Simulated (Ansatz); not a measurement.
Runs of Ansatz 0.2.0 on SiC (Moissanite). The structure is hexagonal, space group P6_3mc (No. 186). Conventional cell: a = 3.076 Å, b = 3.076 Å, c = 5.048 Å, α = 90.00°, β = 90.00°, γ = 120.00°. Si (site symmetry 3m) is surrounded by 4 C at 1.87 to 1.94 Å. C (site symmetry 3m) has 4 Si at 1.87 to 1.94 Å as nearest neighbours. 

```tsv
task	level	potentials or basis	cell	cutoff (eV)	points for each segment of the path	gap on the mesh (eV)	pressure (GPa)	V0 of scaled cells (Å³/atom)	B0 (GPa)
relaxation of cell and atoms	RPBE+D4	Ansatz PAW	relaxed	420	-	2.44	0.0	-	-
equation of state	BLYP+D4	Ansatz PAW	as given	420	-	-	-	(a)	211
equation of state	m-r2SCAN	Ansatz PAW	as given	500	-	-	-	10.35	(b)
equation of state	PBE	Ansatz NC	as given	1116	-	-	-	10.53	212
band structure	PBEsol	Ansatz PAW	as given	420	14	2.33	0.3	-	-
```

Alike in all rows: no spin polarisation; k mesh 10 × 10 × 5; smearing fermi-dirac 0.05 eV.

Estimate the missing entries.

(a) 10.32; (b) 227.

Caveats: the cell was scaled at fixed shape and fractional positions, which overstates the stiffness of a crystal with free parameters, most of all of layers and chains (some runs); the PAW data sets come from PBE, with cores solved anew for the run's functional, which leaves a small shift of forces and pressure (some runs); odd divisions of the mesh miss points on the zone boundary, where band edges often lie, so the gap on the mesh can be too wide (some runs); the plane-wave basis is chosen anew once the cell has moved, so the energies of steps on either side of that aren't comparable (some runs); the potentials were made for another functional, which shifts forces and pressure (some runs); the PAW data sets were made with another functional, which shifts forces and pressure a little (some runs); the k mesh misses the band edges, so the gap on the mesh is wider than the one along the path (some runs).
